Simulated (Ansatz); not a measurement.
# Dielectric response of BeS (110) films, part 3 of 4

Aim: the electronic and static ε of zincblende BeS (110) from films of three thicknesses in a field.

Ansatz 0.2.0; plane-wave DFT, PBEsol, Ansatz PAW.

So far, distance between the outer atoms (Å): step 6 (response with the atoms held, 10 atoms, units 5) 7.00; step 9 (ions relaxed) 7.00.

### 10. Relaxation, 16 atoms, units 8

This step: plane-wave DFT, PBEsol, Ansatz PAW (Ansatz 0.2.0).

System of this step: BeS (110), 8 units. The cell holds 16 atoms: 8 Be and 8 S. Cell: a = 3.444 Å, b = 4.870 Å, c = 30.053 Å, α = 90.0°, β = 90.0°, γ = 90.0°. It derives from BeS (zincblende BeS). Vacuum lies along c.

The next thickness, treated alike, so that differences show the interior and the faces cancel.

Contents of input.yaml:

```yaml
crystal:
  lattice:
    - [3.44361002, 0.0, 0.0]
    - [0.0, 4.87, 0.0]
    - [0.0, 0.0, 30.0526350853]
  atoms:
    - { symbol: Be, position: [0.5, 0.5, 0.299474571] }
    - { symbol: S, position: [0.0, 0.75, 0.299474571] }
    - { symbol: Be, position: [0.0, 0.0, 0.3567675507] }
    - { symbol: S, position: [0.5, 0.25, 0.3567675507] }
    - { symbol: Be, position: [0.5, 0.5, 0.4140605304] }
    - { symbol: S, position: [0.0, 0.75, 0.4140605304] }
    - { symbol: Be, position: [0.0, 0.0, 0.4713535101] }
    - { symbol: S, position: [0.5, 0.25, 0.4713535101] }
    - { symbol: Be, position: [0.5, 0.5, 0.5286464899] }
    - { symbol: S, position: [0.0, 0.75, 0.5286464899] }
    - { symbol: Be, position: [0.0, 0.0, 0.5859394696] }
    - { symbol: S, position: [0.5, 0.25, 0.5859394696] }
    - { symbol: Be, position: [0.5, 0.5, 0.6432324493] }
    - { symbol: S, position: [0.0, 0.75, 0.6432324493] }
    - { symbol: Be, position: [0.0, 0.0, 0.700525429] }
    - { symbol: S, position: [0.5, 0.25, 0.700525429] }
kpoints:
  mp_grid: { grid: [8, 6, 1] }
hamiltonian:
  xc: pbesol
scf:
  occupations: { method: fixed }
  convergence: { dr2_threshold: 1.0e-09 }
efield:
  axis: 3
  dipole_correction: true
  ramp_position: 0.97
  ramp_width: 0.06
relax:
  f_tol: 0.003
  max_steps: 100
output:
  write_potential: true
  write_density: true
  volumetric_format: npy
```

On the command line:

```
> ansatz run input.yaml --threads 4 --pin off --max-ram 6144MiB --backend cpu --events-out ev --progress --plain --runs-dir out
```

Numbers of over 12 decimals in the logs are rounded to 6 here.

Log:

```text
[...]
Crystal: 16 atoms, lattice volume = 503.994 Å³
Basis set: ecut = 420 eV, 9775 PW (Γ), exchange–correlation on 48×72×432 points (8 copies of the dense FFT grid, shifted against one another)
Bands: 48, of which v1, the nominal top of the filled ones, is band 32 counted from 1 (31 counted from 0)
Symmetry: 2 space group operations
[...]
- { symbol: Be, position: [-1.2792967577359705e-18, -0.00881096, 0.584619] }
    - { symbol: S, position: [0.5, 0.241735, 0.585490] }
    - { symbol: Be, position: [0.5, 0.489135, 0.643924] }
    - { symbol: S, position: [-1.3432487494191936e-18, 0.738139, 0.641846] }
    - { symbol: Be, position: [-1.459866921460874e-17, 0.058082, 0.685458] }
    - { symbol: S, position: [0.5, 0.250733, 0.701646] }
[key lines of the parts left out:]
SCF converged after 6 iterations
Free energy (F): -7817.943284 eV
Fermi energy:    -1.202026 eV
Dipole field:    D = -0.000000 V/Å  (p = -0.000001 e·Å, saw-weighted, corrected)
Work function:   Φ+ = 6.5045 eV   Φ− = 6.5045 eV
```

Run time: 66 s. Hardware: 4 threads of Arm Neoverse V1, shared host; peak memory 1.1 GiB; 4.3 min of CPU time.

The steps of the relaxation:

| step | energy less that of the first step (eV) | largest force component (eV/Å) |
| --- | --- | --- |
| 1 | 0.0000 | 1.6878 |
| 2 | -0.7820 | 0.8975 |
| 3 | -1.0951 | 0.3052 |
| 4 | -1.1436 | 0.0441 |
| 5 | -1.1454 | 0.0145 |
| 6 | -1.1455 | 0.0017 |

Forces are held to the 2 operations that the run works with; a distortion that breaks them can't arise in this run.

The atoms that moved most (Å):

| atom | dx | dy | dz | length |
| --- | --- | --- | --- | --- |
| Be1 | 0.000 | 0.283 | 0.453 | 0.534 |
| Be15 | 0.000 | 0.283 | -0.453 | 0.534 |
| S14 | 0.000 | -0.058 | -0.042 | 0.071 |
| S4 | 0.000 | -0.058 | 0.042 | 0.071 |
| Be11 | 0.000 | -0.043 | -0.040 | 0.058 |
| Be5 | 0.000 | -0.043 | 0.040 | 0.058 |
| Be13 | 0.000 | -0.053 | 0.021 | 0.057 |
| Be3 | 0.000 | -0.053 | -0.021 | 0.057 |

The relaxation took 6 steps and lowered the energy by 1.1 eV; the largest force on the free atoms ends at 0.0017 eV/Å.

The gap is 2.72 eV, with the valence edge 6.50 eV and the conduction edge 3.78 eV under the upper vacuum level.

### 11. The relaxed film, single point, 16 atoms, units 8

The next thickness, treated alike, so that differences show the interior and the faces cancel.

Contents of input.yaml:

```yaml
crystal:
  lattice:
    - [3.44361002, 0.0, 0.0]
    - [0.0, 4.87, 0.0]
    - [0.0, 0.0, 30.0526350853]
  atoms:
    - { symbol: Be, position: [0.5, 0.5580822485, 0.3145418362] }
    - { symbol: S, position: [0.0, 0.7507327035, 0.2983538852] }
    - { symbol: Be, position: [0.0, -0.0108645785, 0.356075723] }
    - { symbol: S, position: [0.5, 0.238138637, 0.3581539171] }
    - { symbol: Be, position: [0.5, 0.4911890523, 0.4153808898] }
    - { symbol: S, position: [0.0, 0.7417346749, 0.4145099136] }
    - { symbol: Be, position: [0.0, -0.0090026747, 0.4713999575] }
    - { symbol: S, position: [0.5, 0.2399899976, 0.471806694] }
    - { symbol: Be, position: [0.5, 0.4909973204, 0.5286000416] }
    - { symbol: S, position: [0.0, 0.7399899927, 0.5281933064] }
    - { symbol: Be, position: [0.0, -0.0088109621, 0.5846191092] }
    - { symbol: S, position: [0.5, 0.2417346602, 0.5854900876] }
    - { symbol: Be, position: [0.5, 0.4891353973, 0.6439242757] }
    - { symbol: S, position: [0.0, 0.7381386155, 0.6418460842] }
    - { symbol: Be, position: [0.0, 0.058082232, 0.6854581634] }
    - { symbol: S, position: [0.5, 0.2507326833, 0.7016461154] }
kpoints:
  mp_grid: { grid: [8, 6, 1] }
hamiltonian:
  xc: pbesol
scf:
  occupations: { method: fixed }
  convergence: { dr2_threshold: 1.0e-09 }
efield:
  axis: 3
  dipole_correction: true
  ramp_position: 0.97
  ramp_width: 0.06
output:
  eigenvalues: true
  write_potential: true
  write_density: true
  volumetric_format: npy
  elf: true
```

Log:

```text
[...]
Crystal: 16 atoms, lattice volume = 503.994 Å³
Basis set: ecut = 420 eV, 9775 PW (Γ)
Bands: 48, of which v1, the nominal top of the filled ones, is band 32 counted from 1 (31 counted from 0)
Symmetry: 2 space group operations
k-points: 20 of 48 (time reversal used)
[...]
k-point 1: bands = [... 28 lower, -1.5372, -1.5175, -1.4716, -1.3142, 2.2314, 2.8072, 3.5252, 3.7324, ... 12 higher]
  k-point 2: bands = [... 28 lower, -2.0100, -2.0015, -1.5674, -1.5606, 2.7340, 3.1935, 3.7187, 3.7835, ... 12 higher]
  k-point 19: bands = [... 28 lower, -2.2553, -2.2553, -1.7329, -1.7329, 3.0449, 3.0449, 4.5528, 4.5528, ... 12 higher]
[key lines of the parts left out:]
SCF converged after 9 iterations
Free energy (F): -7817.943541 eV
Fermi energy:    -1.201995 eV
Dipole field:    D = 0.000002 V/Å  (p = 0.000006 e·Å, saw-weighted, corrected)
Work function:   Φ+ = 6.5045 eV   Φ− = 6.5046 eV
```

Run time: 19 s. Hardware: 4 threads; peak memory 1.1 GiB; 74 s of CPU time.

The gap is 2.72 eV, with the valence edge 6.50 eV and the conduction edge 3.78 eV under the upper vacuum level.

### 12. Atoms held, 16 atoms, units 8, field 0.1 V/Å

input.yaml, as its differences from that of step 11:

```diff
@@ -28,3 +28,3 @@
   occupations: { method: fixed }
-  convergence: { dr2_threshold: 1.0e-09 }
+  convergence: { dr2_threshold: 1.0e-10 }
 efield:
@@ -34,4 +34,4 @@
   ramp_width: 0.06
+  amplitude: 0.1
 output:
-  eigenvalues: true
   write_potential: true
@@ -39,2 +39 @@
   volumetric_format: npy
-  elf: true
```

Log:

```text
[...]
Crystal: 16 atoms, lattice volume = 503.994 Å³
Basis set: ecut = 420 eV, 9775 PW (Γ)
Bands: 48, of which v1, the nominal top of the filled ones, is band 32 counted from 1 (31 counted from 0)
Symmetry: 2 space group operations
k-points: 20 of 48 (time reversal used)
[...]
k-point 0: bands = [... 28 lower, -1.4008, -1.3420, -1.2525, -1.1849, 2.0282, 2.6412, 3.4024, 3.5558, ... 12 higher]
  k-point 1: bands = [... 28 lower, -1.5505, -1.5257, -1.4432, -1.2957, 2.2247, 2.8099, 3.5148, 3.6546, ... 12 higher]
  k-point 2: bands = [... 28 lower, -1.9967, -1.9560, -1.6416, -1.4825, 2.7246, 3.1962, 3.6752, 3.8101, ... 12 higher]
  k-point 19: bands = [... 28 lower, -2.3038, -2.1973, -1.8239, -1.6401, 2.9386, 3.1500, 4.5206, 4.5666, ... 12 higher]
[key lines of the parts left out:]
SCF converged after 12 iterations
Free energy (F): -7817.948977 eV
Fermi energy:    -1.184909 eV
Dipole field:    D = 0.039034 V/Å  (p = 0.108719 e·Å, saw-weighted, corrected)
```

It took 21 s on 4 threads; peak memory 1.1 GiB; 81 s of CPU time.

The dipole is 0.109 e·Å, and the gap on the mesh 2.627 eV.

### 13. Atoms held, 16 atoms, units 8, field -0.1 V/Å

input.yaml, as its differences from that of step 12:

```diff
@@ -34,3 +34,3 @@
   ramp_width: 0.06
-  amplitude: 0.1
+  amplitude: -0.1
 output:
```

Log:

```text
[...]
Crystal: 16 atoms, lattice volume = 503.994 Å³
Basis set: ecut = 420 eV, 9775 PW (Γ)
Bands: 48, of which v1, the nominal top of the filled ones, is band 32 counted from 1 (31 counted from 0)
Symmetry: 2 space group operations
k-points: 20 of 48 (time reversal used)
[...]
k-point 0: bands = [... 28 lower, -1.4008, -1.3420, -1.2525, -1.1849, 2.0282, 2.6412, 3.4024, 3.5558, ... 12 higher]
  k-point 1: bands = [... 28 lower, -1.5505, -1.5257, -1.4432, -1.2957, 2.2247, 2.8099, 3.5148, 3.6546, ... 12 higher]
  k-point 2: bands = [... 28 lower, -1.9967, -1.9560, -1.6416, -1.4825, 2.7246, 3.1962, 3.6752, 3.8101, ... 12 higher]
  k-point 19: bands = [... 28 lower, -2.3038, -2.1973, -1.8239, -1.6401, 2.9386, 3.1500, 4.5206, 4.5666, ... 12 higher]
[key lines of the parts left out:]
SCF converged after 12 iterations
Free energy (F): -7817.948977 eV
Fermi energy:    -1.184910 eV
Dipole field:    D = -0.039034 V/Å  (p = -0.108719 e·Å, saw-weighted, corrected)
```

The job ended after 21 s (4 threads; peak memory 1.1 GiB).

The dipole is -0.109 e·Å, and the gap on the mesh 2.627 eV.

### 14. Response with the atoms held, 16 atoms, units 8

This step: plane-wave DFT, PBEsol, Ansatz PAW; response to a field along the normal, atoms held (Ansatz 0.2.0).

Local field over the applied field, running mean. From the potentials at -0.1 and 0.1 V/Å; running mean over 1.722 Å, taken twice. Table of local field over applied field by z:

| z (Å) | local field over applied field |
| --- | --- |
| 5 | 0.998 |
| 6 | 0.977 |
| 7 | 0.858 |
| 8 | 0.564 |
| 9 | 0.266 |
| 10 | 0.169 |
| 11 | 0.182 |
| 12 | 0.183 |
| 13 | 0.181 |
| 14 | 0.185 |
| 15 | 0.186 |
| 16 | 0.185 |
| 17 | 0.182 |
| 18 | 0.183 |
| 19 | 0.183 |
| 20 | 0.169 |
| 21 | 0.255 |
| 22 | 0.546 |
| 23 | 0.847 |
| 24 | 0.974 |
| 25 | 0.997 |

The induced dipole is that of a conductor 11.73 Å thick.

### 15. Relaxing the film, 24 atoms, units 12

This step: plane-wave DFT, PBEsol, Ansatz PAW (Ansatz 0.2.0).

System of this step: BeS (110), 12 units. The cell holds 24 atoms: 12 Be and 12 S. Its edges and angles: a = 3.444 Å, b = 4.870 Å, c = 36.940 Å, α = 90.0°, β = 90.0°, γ = 90.0°. It derives from BeS (zincblende BeS). Vacuum lies along c.

The next thickness, treated alike, so that differences show the interior and the faces cancel.

Contents of input.yaml:

```yaml
crystal:
  lattice:
    - [3.44361002, 0.0, 0.0]
    - [0.0, 4.87, 0.0]
    - [0.0, 0.0, 36.9398551341]
  atoms:
    - { symbol: Be, position: [0.5, 0.5, 0.2436392879] }
    - { symbol: S, position: [0.0, 0.75, 0.2436392879] }
    - { symbol: Be, position: [0.0, 0.0, 0.2902503265] }
    - { symbol: S, position: [0.5, 0.25, 0.2902503265] }
    - { symbol: Be, position: [0.5, 0.5, 0.336861365] }
    - { symbol: S, position: [0.0, 0.75, 0.336861365] }
    - { symbol: Be, position: [0.0, 0.0, 0.3834724036] }
    - { symbol: S, position: [0.5, 0.25, 0.3834724036] }
    - { symbol: Be, position: [0.5, 0.5, 0.4300834422] }
    - { symbol: S, position: [0.0, 0.75, 0.4300834422] }
    - { symbol: Be, position: [0.0, 0.0, 0.4766944807] }
    - { symbol: S, position: [0.5, 0.25, 0.4766944807] }
    - { symbol: Be, position: [0.5, 0.5, 0.5233055193] }
    - { symbol: S, position: [0.0, 0.75, 0.5233055193] }
    - { symbol: Be, position: [0.0, 0.0, 0.5699165578] }
    - { symbol: S, position: [0.5, 0.25, 0.5699165578] }
    - { symbol: Be, position: [0.5, 0.5, 0.6165275964] }
    - { symbol: S, position: [0.0, 0.75, 0.6165275964] }
    - { symbol: Be, position: [0.0, 0.0, 0.663138635] }
    - { symbol: S, position: [0.5, 0.25, 0.663138635] }
    - { symbol: Be, position: [0.5, 0.5, 0.7097496735] }
    - { symbol: S, position: [0.0, 0.75, 0.7097496735] }
    - { symbol: Be, position: [0.0, 0.0, 0.7563607121] }
    - { symbol: S, position: [0.5, 0.25, 0.7563607121] }
kpoints:
  mp_grid: { grid: [8, 6, 1] }
hamiltonian:
  xc: pbesol
scf:
  occupations: { method: fixed }
  convergence: { dr2_threshold: 1.0e-09 }
efield:
  axis: 3
  dipole_correction: true
  ramp_position: 0.97
  ramp_width: 0.06
relax:
  f_tol: 0.003
  max_steps: 100
output:
  write_potential: true
  write_density: true
  volumetric_format: npy
```

Log:

```text
[...]
Crystal: 24 atoms, lattice volume = 619.495 Å³
Basis set: ecut = 420 eV, 12037 PW (Γ), exchange–correlation on 48×72×500 points (8 copies of the dense FFT grid, shifted against one another)
Bands: 72, of which v1, the nominal top of the filled ones, is band 48 counted from 1 (47 counted from 0)
Symmetry: 2 space group operations
[...]
- { symbol: Be, position: [-3.225579071347339e-18, -0.00573215, 0.661186] }
    - { symbol: S, position: [0.500000, 0.244842, 0.661856] }
    - { symbol: Be, position: [0.500000, 0.492282, 0.709404] }
    - { symbol: S, position: [-3.776632731423168e-18, 0.741268, 0.707730] }
    - { symbol: Be, position: [-6.051158997789264e-18, 0.061223, 0.743208] }
    - { symbol: S, position: [0.500000, 0.253911, 0.756368] }
[key lines of the parts left out:]
SCF converged after 5 iterations
Free energy (F): -11727.712901 eV
Fermi energy:    -0.009647 eV
Dipole field:    D = 0.000000 V/Å  (p = 0.000001 e·Å, saw-weighted, corrected)
Work function:   Φ+ = 6.4859 eV   Φ− = 6.4859 eV
```

Wall time 2.7 min (4 threads); peak memory 1.5 GiB; 11 min of CPU time.

The steps of the relaxation:

| step | energy less that of the first step (eV) | largest force component (eV/Å) |
| --- | --- | --- |
| 1 | 0.0000 | 1.6874 |
| 2 | -0.7876 | 0.8887 |
| 3 | -1.0959 | 0.2992 |
| 4 | -1.1510 | 0.0323 |
| 5 | -1.1520 | 0.0309 |
| 6 | -1.1524 | 0.0034 |
| 7 | -1.1524 | 0.0004 |

The run keeps the 2 symmetry operations that it works with, so distortions that break them were not tested.

The atoms that moved most (Å):

| atom | dx | dy | dz | length |
| --- | --- | --- | --- | --- |
| Be23 | 0.000 | 0.298 | -0.486 | 0.570 |
| Be1 | 0.000 | 0.298 | 0.486 | 0.570 |
| S22 | 0.000 | -0.043 | -0.075 | 0.086 |
| S4 | 0.000 | -0.043 | 0.075 | 0.086 |
| Be19 | 0.000 | -0.028 | -0.072 | 0.077 |
| Be5 | 0.000 | -0.028 | 0.072 | 0.077 |
| S8 | 0.000 | -0.034 | 0.046 | 0.057 |
| S18 | 0.000 | -0.034 | -0.046 | 0.057 |

Running mean over 1.722 Å of the planar mean; the ramp of the sawtooth is left out. Electron's electrostatic potential energy less the highest filled level against z:

| z (Å) | electron's electrostatic potential energy less the highest filled level (eV) |
| --- | --- |
| 4 | 6.49 |
| 5 | 6.49 |
| 6 | 6.48 |
| 7 | 6.32 |
| 8 | 3.79 |
| 9 | -1.45 |
| 10 | -3.42 |
| 11 | -2.95 |
| 12 | -2.68 |
| 13 | -2.75 |
| 14 | -2.73 |
| 15 | -2.79 |
| 16 | -2.73 |
| 17 | -2.78 |
| 18 | -2.76 |
| 19 | -2.75 |
| 20 | -2.78 |
| 21 | -2.73 |
| 22 | -2.79 |
| 23 | -2.73 |
| 24 | -2.74 |
| 25 | -2.68 |
| 26 | -2.99 |
| 27 | -3.35 |
| 28 | -1.24 |
| 29 | 4.08 |
| 30 | 6.35 |
| 31 | 6.48 |
| 32 | 6.49 |
| 33 | 6.49 |

The relaxation took 7 steps and lowered the energy by 1.2 eV; the largest force on the free atoms ends at 4.1e-4 eV/Å.

The gap is 2.69 eV, with the valence edge 6.49 eV and the conduction edge 3.80 eV under the upper vacuum level.

### 16. Side by side

Times are for 4 threads of Arm Neoverse V1, shared host. Results by setting:

| no. | units | gap by band count (eV) | ionisation energy, upper face (eV) | electron affinity, upper face (eV) | time | memory (GiB) |
| --- | --- | --- | --- | --- | --- | --- |
| 1 | 5 | 2.557 | 6.549 | 3.992 | 32 s | 0.75 |
| 2 | 8 | 2.721 | 6.505 | 3.784 | 66 s | 1.1 |
| 3 | 12 | 2.689 | 6.486 | 3.797 | 2.7 min | 1.5 |

The valence density, planar mean (5) oscillates, so the rows of the table below give means over windows of 1 Å about each position, cut where the curve ends. Its maxima inside the range that stand out by 2 % of the span (Å: e/Å³): 9.3: 0.291, 10.4: 0.301, 12.7: 0.291, 14.5: 0.301, 15.6: 0.291. Its minima: 9.8: 0.256, 11.6: 0.253, 13.3: 0.253, 15.1: 0.256.

The runs together. Valence density, planar mean against z; means over each step:

| z (Å) | 5 (e/Å³) | 8 (e/Å³) | 12 (e/Å³) |
| --- | --- | --- | --- |
| 5 | 1.2e-5 | 1.1e-5 | 1.0e-5 |
| 6 | 2.5e-4 | 2.4e-4 | 2.1e-4 |
| 7 | 0.00581 | 0.00551 | 0.00497 |
| 8 | 0.0962 | 0.0921 | 0.0859 |
| 9 | 0.268 | 0.265 | 0.263 |
| 10 | 0.277 | 0.275 | 0.275 |
| 11 | 0.286 | 0.288 | 0.289 |
| 12 | 0.276 | 0.278 | 0.277 |
| 13 | 0.273 | 0.274 | 0.275 |
| 14 | 0.290 | 0.286 | 0.285 |
| 15 | 0.274 | 0.274 | 0.273 |
| 16 | 0.259 | 0.287 | 0.288 |
| 17 | 0.0753 | 0.273 | 0.274 |
| 18 | 0.00410 | 0.279 | 0.280 |
| 19 | 1.8e-4 | 0.285 | 0.282 |
| 20 | 8.3e-6 | 0.276 | 0.273 |
| 21 | 4.1e-7 | 0.269 | 0.289 |
| 22 | 0 | 0.102 | 0.274 |
| 23 | 0 | 0.00639 | 0.283 |
| 24 | 0 | 2.8e-4 | 0.277 |

### 17. Single point on the relaxed film, 24 atoms, units 12

The next thickness, treated alike, so that differences show the interior and the faces cancel.

Contents of input.yaml:

```yaml
crystal:
  lattice:
    - [3.44361002, 0.0, 0.0]
    - [0.0, 4.87, 0.0]
    - [0.0, 0.0, 36.9398551341]
  atoms:
    - { symbol: Be, position: [0.5, 0.5612227235, 0.2567916171] }
    - { symbol: S, position: [0.0, 0.7539114558, 0.24363178] }
    - { symbol: Be, position: [0.0, -0.0077179388, 0.2905957924] }
    - { symbol: S, position: [0.5, 0.2412679058, 0.2922702468] }
    - { symbol: Be, position: [0.5, 0.4942678488, 0.3388140829] }
    - { symbol: S, position: [0.0, 0.7448420443, 0.3381444136] }
    - { symbol: Be, position: [0.0, -0.0061016032, 0.3844621284] }
    - { symbol: S, position: [0.5, 0.2429945051, 0.3847059569] }
    - { symbol: Be, position: [0.5, 0.4944530612, 0.4308188658] }
    - { symbol: S, position: [0.0, 0.7432984498, 0.4307166933] }
    - { symbol: Be, position: [0.0, -0.0056775438, 0.4768899427] }
    - { symbol: S, position: [0.5, 0.2432390817, 0.4769472603] }
    - { symbol: Be, position: [0.5, 0.4943224592, 0.5231100592] }
    - { symbol: S, position: [0.0, 0.7432390825, 0.5230527386] }
    - { symbol: Be, position: [0.0, -0.0055469314, 0.5691811354] }
    - { symbol: S, position: [0.5, 0.2432984526, 0.569283306] }
    - { symbol: Be, position: [0.5, 0.4938984032, 0.6155378719] }
    - { symbol: S, position: [0.0, 0.7429945084, 0.6152940435] }
    - { symbol: Be, position: [0.0, -0.0057321497, 0.6611859169] }
    - { symbol: S, position: [0.5, 0.2448420445, 0.6618555868] }
    - { symbol: Be, position: [0.5, 0.4922820591, 0.7094042073] }
    - { symbol: S, position: [0.0, 0.7412679043, 0.7077297529] }
    - { symbol: Be, position: [0.0, 0.0612227218, 0.7432083823] }
    - { symbol: S, position: [0.5, 0.253911455, 0.7563682191] }
kpoints:
  mp_grid: { grid: [8, 6, 1] }
hamiltonian:
  xc: pbesol
scf:
  occupations: { method: fixed }
  convergence: { dr2_threshold: 1.0e-09 }
efield:
  axis: 3
  dipole_correction: true
  ramp_position: 0.97
  ramp_width: 0.06
output:
  eigenvalues: true
  dos: { projected: true, e_range: [-7, 7] }
  write_potential: true
  write_density: true
  volumetric_format: npy
checkpoint:
  write: end12.run
  compress: false
  write_wavefunctions: false
```

Log:

```text
[...]
Crystal: 24 atoms, lattice volume = 619.495 Å³
Basis set: ecut = 420 eV, 12037 PW (Γ)
Bands: 72, of which v1, the nominal top of the filled ones, is band 48 counted from 1 (47 counted from 0)
Symmetry: 2 space group operations
k-points: 20 of 48 (time reversal used)
[...]
k-point 1: bands = [... 44 lower, -0.3114, -0.2921, -0.2086, -0.1226, 3.3243, 3.6642, 4.1228, 4.6028, ... 20 higher]
  k-point 2: bands = [... 44 lower, -0.7371, -0.6809, -0.3932, -0.3838, 3.8441, 4.1339, 4.5306, 4.8273, ... 20 higher]
  k-point 19: bands = [... 44 lower, -1.0338, -1.0338, -0.5533, -0.5533, 4.2196, 4.2196, 5.6080, 5.6080, ... 20 higher]
[key lines of the parts left out:]
SCF converged after 9 iterations
Free energy (F): -11727.713274 eV
Fermi energy:    -0.009637 eV
Dipole field:    D = 0.000001 V/Å  (p = 0.000003 e·Å, saw-weighted, corrected)
Work function:   Φ+ = 6.4860 eV   Φ− = 6.4860 eV
```

Wall time 43 s (4 threads); peak memory 1.7 GiB.

Running mean over 1.722 Å of the planar mean; the ramp of the sawtooth is left out. Electron's electrostatic potential energy less the highest filled level against z:

(Unchanged from step 15.)

The gap is 2.69 eV, with the valence edge 6.49 eV and the conduction edge 3.80 eV under the upper vacuum level.

(Part 3 of 4 ends here.)

[Logs are printed without paths, hosts, clocks, repeated set-up lines and the standing remarks that a program may print on its own settings, such as how far it seeks lower states.]

[Hosts, paths, dates, database ids (printed as entryN), source tags and the programs' standing remarks are cut or masked in the printed files.]

[Maps of the electrostatic potential energy from Ansatz leave out the sawtooth potential of an applied field or a dipole correction, so their vacuum need not be flat; planar profiles and work functions include it.]
